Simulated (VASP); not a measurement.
# SnO in VASP: settings compared, part 2 of 3

VASP 6.6.1. The steps go on from the part before.

## Step 4: Single point, PBE

This run uses another cell than the first one: it holds 8 atoms, not 4.

INCAR reads:

```
ADDGRID = F
ALGO = Normal
EDIFF = 1E-7
ENCUT = 900
GGA = PE
ISIF = 2
ISMEAR = 0
LASPH = T
LCHARG = F
LREAL = F
LWAVE = F
NELM = 100
PREC = Accurate
SIGMA = 0.05
```

KPOINTS reads:

```
k-points
0
Gamma
  7 7 3
```

POSCAR reads:

```
SnO
1.0
    2.5000000000     -2.8600000000      0.0000000000
    2.5000000000      2.8600000000      0.0000000000
    0.0000000000      0.0000000000     11.1200000000
Sn O
4 4
Direct
    0.5590000000      0.4410000000      0.2460000000
    0.4410000000      0.5590000000      0.7460000000
    0.0000000000      0.0000000000      0.5000000000
    0.0000000000      0.0000000000      0.0000000000
    0.9300000000      0.4300000000      0.1200000000
    0.0700000000      0.5700000000      0.6200000000
    0.5700000000      0.0700000000      0.1200000000
    0.4300000000      0.9300000000      0.6200000000
```

Potentials or basis: VASP PAW PBE potentials, release 64 (Sn_d, O_h).

Started as:

```
$ cat potpaw_PBE.64/Sn_d/POTCAR potpaw_PBE.64/O_h/POTCAR > POTCAR
$ mpirun -np 1 vasp_std > vasp.out
```

OUTCAR:

```text
EDIFF = 1E-7
   ENCUT = 900
   GGA = PE
   ISIF = 2
   ISMEAR = 0
   LASPH = T
   LREAL = F
   NELM = 100
   PREC = Accurate

 Found     32 irreducible k-points:

 Following reciprocal coordinates:
            Coordinates               Weight
  0.000000  0.000000  0.000000      1.000000
  0.142857  0.000000  0.000000      4.000000
  0.285714  0.000000  0.000000      4.000000
  0.428571  0.000000  0.000000      4.000000
  0.142857  0.142857  0.000000      2.000000
  0.285714  0.142857  0.000000      4.000000
   k-points           NKPTS =     32   k-points in BZ     NKDIM =     32   number of bands    NBANDS=     48
[... 388 lines left out ...]
  Total       30.3279020      0.2114715     -0.7414990      0.0000000      0.0000000      0.0000000
  in kB      305.5709933      2.1306969     -7.4710270      0.0000000      0.0000000      0.0000000
  external PRESSURE =     100.0768878 kB  Pullay stress =       0.0000000 kB

 VOLUME and BASIS-vectors are now :
 -----------------------------------------------------------------------------
  energy-cutoff  :      900.00
  volume of cell :      159.02
      direct lattice vectors                 reciprocal lattice vectors
     2.500000000 -2.860000000  0.000000000     0.200000000 -0.174825175  0.000000000
     2.500000000  2.860000000  0.000000000     0.200000000  0.174825175  0.000000000
     0.000000000  0.000000000 11.120000000     0.000000000  0.000000000  0.089928058

 POSITION                                       TOTAL-FORCE (eV/Angst)
 -----------------------------------------------------------------------------------
      2.50000     -0.33748      2.73552         0.000000      2.227278      1.157226
      2.50000      0.33748      8.29552         0.000000     -2.227278      1.157226
      0.00000      0.00000      5.56000         0.000000      0.932127      1.035852
      0.00000      0.00000      0.00000         0.000000     -0.932127      1.035852
      3.40000     -1.43000      1.33440         8.817867     -0.589132     -1.096539
      1.60000      1.43000      6.89440        -8.817867      0.589132     -1.096539
      1.60000     -1.43000      1.33440        -8.817867     -0.589132     -1.096539
      3.40000      1.43000      6.89440         8.817867      0.589132     -1.096539
 -----------------------------------------------------------------------------------
    total drift:                                0.000000      0.000000      0.001322

  FREE ENERGIE OF THE ION-ELECTRON SYSTEM (eV)
  ---------------------------------------------------
  free  energy   TOTEN  =       -37.8645180936 eV

  energy  without entropy=      -37.8587084988  energy(sigma->0) =      -37.86161330
```

It took 8 min on 1 thread of Intel Xeon 6975P-C (Granite Rapids), shared host; peak memory 0.67 GiB.

These settings aren't checked as converged: the numbers below hold their error.

What came out:

* Free energy: -37.8645 eV
* Pressure: 10.0 GPa
* Largest force: 8.905 eV/Å
* Band gap on the k mesh: none (metal or under the smearing width)

Caveat: the cutoff is under 1.25 times the usual one of these potentials, so pressure, stress and relaxed cells hold a basis-set (Pulay) error; forces of over 1 eV/Å show positions far from the minimum, so gaps and moduli don't describe the material at rest.

## Step 5: Single point, PBEsol

This run uses another cell than the first one: it holds 8 atoms, not 4.

INCAR reads:

```
SYSTEM = SnO
ADDGRID = .FALSE. ; ALGO = Normal
EDIFF = 1E-8 ; ENCUT = 900
GGA = PS ; ISIF = 2
ISMEAR = 0 ; LASPH = .TRUE.
LCHARG = .FALSE. ; LREAL = .FALSE.
LWAVE = .FALSE. ; NELM = 100
PREC = Accurate ; SIGMA = 0.05
```

KPOINTS reads:

```
k-points
0
G
  10 10 4
  0 0 0
```

POSCAR is that of step 4.

Potentials or basis: VASP PAW PBE potentials, release 64 (Sn_d, O).

Started as:

```
$ cat potpaw_PBE.64/Sn_d/POTCAR potpaw_PBE.64/O/POTCAR > POTCAR
$ mpirun -np 1 vasp_std > vasp.out
```

OUTCAR:

```text
SYSTEM = SnO
   EDIFF = 1E-8
   ENCUT = 900
   GGA = PS
   ISIF = 2
   ISMEAR = 0
   LASPH = .TRUE.
   LREAL = .FALSE.
   NELM = 100
   PREC = Accurate

 ion  position               nearest neighbor table
   1  0.559  0.441  0.246-   5 1.99   7 1.99   7 2.77   5 2.77   4 3.72   4 3.72   4 3.72
   2  0.441  0.559  0.746-   6 1.99   8 1.99   6 2.77   8 2.77   3 3.72   3 3.72   3 3.72
   3  0.000  0.000  0.500-   6 2.15   8 2.15   6 2.53   8 2.53   2 3.72   2 3.72   2 3.72
   4  0.000  0.000  0.000-   5 2.15   7 2.15   7 2.53   5 2.53   1 3.72   1 3.72   1 3.72
   5  0.930  0.430  0.120-   7 1.80   1 1.99   4 2.15   4 2.53   1 2.77
   6  0.070  0.570  0.620-   8 1.80   2 1.99   3 2.15   3 2.53   2 2.77
   7  0.570  0.070  0.120-   5 1.80   1 1.99   4 2.15   4 2.53   1 2.77
   8  0.430  0.930  0.620-   6 1.80   2 1.99   3 2.15   3 2.53   2 2.77

  LATTYP: Found a base centered orthorhombic cell.
 ALAT       =     5.0000000000
 B/A-ratio  =     1.1440000000
 C/A-ratio  =     2.2240000000

  Lattice vectors:

 A1 = (   2.5000000000,  -2.8600000000,   0.0000000000)
 A2 = (   2.5000000000,   2.8600000000,   0.0000000000)
 A3 = (   0.0000000000,   0.0000000000,  11.1200000000)

Analysis of symmetry for initial positions (statically):
=====================================================================
 Subroutine PRICEL returns:
 Original cell was already a primitive cell.

 Routine SETGRP: Setting up the symmetry group for a
 base centered orthorhombic supercell.

 Subroutine GETGRP returns: Found  4 space group operations
 (whereof  2 operations were pure point group operations)
 out of a pool of  8 trial point group operations.

The static configuration has the point symmetry C_1h.
 The point group associated with its full space group is C_2v.

Analysis of symmetry for dynamics (positions and initial velocities):
=====================================================================
 Subroutine PRICEL returns:
 Original cell was already a primitive cell.

 Routine SETGRP: Setting up the symmetry group for a
 base centered orthorhombic supercell.

 Subroutine GETGRP returns: Found  4 space group operations
 (whereof  2 operations were pure point group operations)
[... 145 lines left out ...]
   LRPA    =     F    only Hartree local field effects (RPA)
 non-spin polarized calculation
 Gauss-broadening in eV      SIGMA  =   0.05
  energy-cutoff  :      900.00
  volume of cell :      159.02
 maximum number of plane-waves:      9786
 NGX is ok and might be reduce to    40

 number of electron      79.9999997 magnetization

 Free energy of the ion-electron system (eV)
  ---------------------------------------------------
  ext. energy  EPLUGINS =         0.00000000
  ---------------------------------------------------
  free energy    TOTEN  =       -40.79271001 eV

  energy without entropy =      -40.78825393  energy(sigma->0) =      -40.79048197

 E-fermi :   6.1541     XC(G=0):  -9.8458

 val. band max:        6.1471526732   @ k =  -0.3000   0.3000   0.0000
 cond. band min:       6.1570069315   @ k =  -0.4000   0.4000   0.2500
 fundamental gap:      0.0098542583
 Fermi energy:         6.1540978591

 k-point     1 :       0.0000    0.0000    0.0000
  band No.  band energies     occupation
      1     -16.5211      2.00000
      2     -16.5176      2.00000
      3     -16.0837      2.00000
      4     -16.0782      2.00000
      5     -15.8832      2.00000
      6     -15.8774      2.00000
[... 1213 lines left out ...]
     47       9.3701      0.00000
     48      10.2387      0.00000

 [... further k-points ...]

------------------------ aborting loop because EDIFF is reached ----------------------------------------

  FORCE on cell =-STRESS in cart. coord.  units (eV):
  Direction    XX          YY          ZZ          XY          YZ          ZX
  --------------------------------------------------------------------------------------
  -------------------------------------------------------------------------------------
  Total       26.6089058     -2.7514350     -3.6394305      0.0000000      0.0000000      0.0000000
  in kB      268.0999750    -27.7222843    -36.6693481      0.0000000      0.0000000      0.0000000
  external PRESSURE =      67.9027808 kB  Pullay stress =       0.0000000 kB

 VOLUME and BASIS-vectors are now :
 -----------------------------------------------------------------------------
  energy-cutoff  :      900.00
  volume of cell :      159.02
      direct lattice vectors                 reciprocal lattice vectors
     2.500000000 -2.860000000  0.000000000     0.200000000 -0.174825175  0.000000000
     2.500000000  2.860000000  0.000000000     0.200000000  0.174825175  0.000000000
     0.000000000  0.000000000 11.120000000     0.000000000  0.000000000  0.089928058

 POSITION                                       TOTAL-FORCE (eV/Angst)
 -----------------------------------------------------------------------------------
      2.50000     -0.33748      2.73552         0.000000      2.077692      0.851908
      2.50000      0.33748      8.29552         0.000000     -2.077692      0.851908
      0.00000      0.00000      5.56000         0.000000      0.832488      1.281897
      0.00000      0.00000      0.00000         0.000000     -0.832488      1.281897
      3.40000     -1.43000      1.33440         8.420331     -0.567578     -1.066903
      1.60000      1.43000      6.89440        -8.420331      0.567578     -1.066903
      1.60000     -1.43000      1.33440        -8.420331     -0.567578     -1.066903
      3.40000      1.43000      6.89440         8.420331      0.567578     -1.066903
 -----------------------------------------------------------------------------------
    total drift:                               -0.000000      0.000000      0.000059

  FREE ENERGIE OF THE ION-ELECTRON SYSTEM (eV)
  ---------------------------------------------------
  free  energy   TOTEN  =       -40.7927100063 eV

  energy  without entropy=      -40.7882539323  energy(sigma->0) =      -40.79048197
```

OSZICAR:

```text
N       E                     dE             d eps       ncg     rms          rms(c)
DAV:   1     0.126506874636E+04    0.12651E+04   -0.51452E+04  9832   0.339E+03
[... 10 lines left out ...]
DAV:  12    -0.407928157277E+02   -0.39337E-03   -0.27671E-03 11472   0.392E-01    0.882E-02
DAV:  13    -0.407927327346E+02    0.82993E-04   -0.26676E-04 13520   0.139E-01    0.398E-02
DAV:  14    -0.407927134222E+02    0.19312E-04   -0.59300E-05 12512   0.417E-02    0.133E-02
DAV:  15    -0.407927119284E+02    0.14938E-05   -0.22754E-05 14576   0.293E-02    0.124E-02
DAV:  16    -0.407927102517E+02    0.16767E-05   -0.60938E-06 11832   0.188E-02    0.467E-03
DAV:  17    -0.407927100849E+02    0.16681E-06   -0.77753E-07 10400   0.497E-03    0.280E-03
DAV:  18    -0.407927100023E+02    0.82575E-07   -0.29585E-07 10704   0.411E-03    0.505E-04
DAV:  19    -0.407927100063E+02   -0.40091E-08   -0.39008E-08  9112   0.110E-03
   1 F= -.40792710E+02 E0= -.40790482E+02  d E =-.445607E-02
```

Run time: 23 min. Hardware: 1 thread of AMD EPYC 9R45 (Zen 5), shared host; peak memory 1.2 GiB.

What came out:

```yaml
Free_energy: -40.7927 eV
Pressure: 6.8 GPa
Largest_force: 8.507 eV/Å
Band_gap_on_the_k_mesh: none (metal or under the smearing width)
```

Forces in eV/Å, atoms in the order of the input:
```
Sn   0.000  2.078  0.852
Sn   0.000 -2.078  0.852
Sn   0.000  0.832  1.282
Sn   0.000 -0.832  1.282
O    8.420 -0.568 -1.067
O   -8.420  0.568 -1.067
O   -8.420 -0.568 -1.067
O    8.420  0.568 -1.067
```

Stress tensor (GPa, compression positive):
```
26.81  0.00  0.00
 0.00 -2.77  0.00
 0.00  0.00 -3.67
```

Levels at points of the mesh, in eV from the Fermi level:
```csv
k point,band 37,band 38,band 39,band 40,band 41,band 42,band 43,band 44
"(0.00, 0.00, 0.00)",-3.26,-1.55,-0.07,-0.04,0.83,2.20,2.32,2.57
"(0.50, 0.00, 0.00)",-2.92,-2.59,-1.58,-1.37,0.83,0.85,1.15,1.32
"(0.50, 0.50, 0.00)",-2.32,-2.32,-0.86,-0.69,-0.02,0.36,0.44,1.40
"(0.00, 0.00, 0.50)",-2.53,-2.53,-0.05,-0.05,1.48,1.48,2.74,2.74
"(0.50, 0.00, 0.50)",-2.87,-2.87,-1.40,-1.40,0.64,0.64,1.46,1.46
"(0.50, 0.50, 0.50)",-2.32,-2.32,-0.44,-0.44,-0.28,-0.28,0.64,0.64
```

Caveat: the PAW data sets were made with another functional, which shifts forces and pressure a little.

[end of part 2 of 3]
